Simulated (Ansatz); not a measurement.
```
CELL_PARAMETERS angstrom
0.00000 2.06076 2.06076
2.06076 0.00000 2.06076
2.06076 2.06076 0.00000
ATOMIC_POSITIONS crystal
Si 0.00000 0.00000 0.00000
C 0.25000 0.25000 0.25000
```

PBE in Ansatz, hard PAW set made for 700 eV, wave cutoff 700 eV, 4×4×4 mesh, fixed fractional positions. The pressure is 55.6 GPa and the gap on the mesh 1.13 eV.

Q: The cell is scaled evenly to 1.128 times its volume. What pressure and gap follow, and what mean bulk modulus do the two pressures imply?

A: 15.4 GPa, gap 1.27 eV; B = −ΔP/Δln V ≈ 335 GPa over this range.

The cell is a model at fixed atoms and needn't be the relaxed known crystal. The mesh is coarse, so these values aren't converged.
